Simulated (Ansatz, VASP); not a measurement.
**Ca: VASP beside Ansatz**

```
CELL_PARAMETERS angstrom
-2.16151 2.16151 2.16151
2.16151 -2.16151 2.16151
2.16151 2.16151 -2.16151
ATOMIC_POSITIONS crystal
Ca 0.00000 0.00000 0.00000
```

This isn't the form of Ca at room conditions, which is fcc.

Alike in both runs: task relaxation of cell and atoms; functional PBEsol; k mesh 14 × 14 × 14; occupations gaussian, width 0.1 eV; no spin polarisation.

|  | VASP | Ansatz |
| --- | --- | --- |
| version | VASP 6.6.1 | Ansatz 0.2.0 |
| potentials or method | VASP PAW PBE potentials, release 64 (Ca_sv) | scalar-relativistic, plane waves, PAW |
| plane-wave cutoff (eV) | 600 | 420 |
| valence electrons in the cell | 10 | 10 |

|  | VASP | Ansatz | Ansatz less VASP |
| --- | --- | --- | --- |
| gap on the k mesh at the Fermi level, each at its own relaxed structure (eV) | none | none | - |
| relaxed volume (Å³/atom) | 40.40 | 40.40 | 0.000 |
| relaxed cell length with the largest relative difference (Å) | 3.744 | 3.744 | 0.0000 |

A gap of «none» marks a metal or a gap that the smearing closes.

Caveats: the relaxation stopped at its first step, so nothing moved; the PAW data sets were made with another functional, which shifts forces and pressure a little (VASP).
